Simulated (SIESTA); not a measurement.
Runs of SIESTA 5.4.2 on GaN. It takes space group P6_3mc (No. 186, hexagonal). The conventional cell has a = 3.180 Å, b = 3.180 Å, c = 5.166 Å, α = 90.00°, β = 90.00°, γ = 120.00°. Around Ga (site symmetry 3m) lie 4 N at 1.94 to 1.95 Å. N (site symmetry 3m) is surrounded by 4 Ga at 1.94 to 1.95 Å. 

| level | potentials or basis | gap on the mesh (eV) | pressure (GPa) | largest force (eV/Å) |
| --- | --- | --- | --- | --- |
| PBEsol | PseudoDojo 0.4 standard (PBEsol files), DZP (energy shift 0.003 Ry; two zetas on semicore shells) | 2.02 | (c) | 0.13 |
| AM05 | PseudoDojo 0.4 standard (PBEsol files), DZP (energy shift 0.003 Ry; two zetas on semicore shells) | 2.06 | 3.6 | 0.13 |
| LDA | PseudoDojo 0.4 standard (LDA files), DZP (energy shift 0.003 Ry; two zetas on semicore shells) | (a) | -1.9 | 0.12 |
| revPBE | PseudoDojo 0.4 standard (PBE files), DZP (energy shift 0.003 Ry; two zetas on semicore shells) | 2.14 | (b) | 0.13 |
| BLYP | PseudoDojo 0.4 standard (PBE files), DZP (energy shift 0.003 Ry; two zetas on semicore shells) | 2.12 | 15.8 | 0.12 |

Alike in all rows: task band structure; no spin polarisation; cell as given; k mesh 10 × 10 × 5; smearing fermi-dirac 0.05 eV; grid cutoff 800 Ry; energy shift 0.003 Ry.

**Question.** Fill in the values left out.

**Answer.** (a) 2.10; (b) 13.1; (c) 3.8.

Caveats: the basis of atomic orbitals isn't converged, which shifts pressures, moduli and gaps; the potentials were made for another functional, which shifts forces and pressure (some runs).

A k mesh can miss the band edges, and the runs leave out spin-orbit coupling on Ga.

Runs at the PBE level aren't shown here.
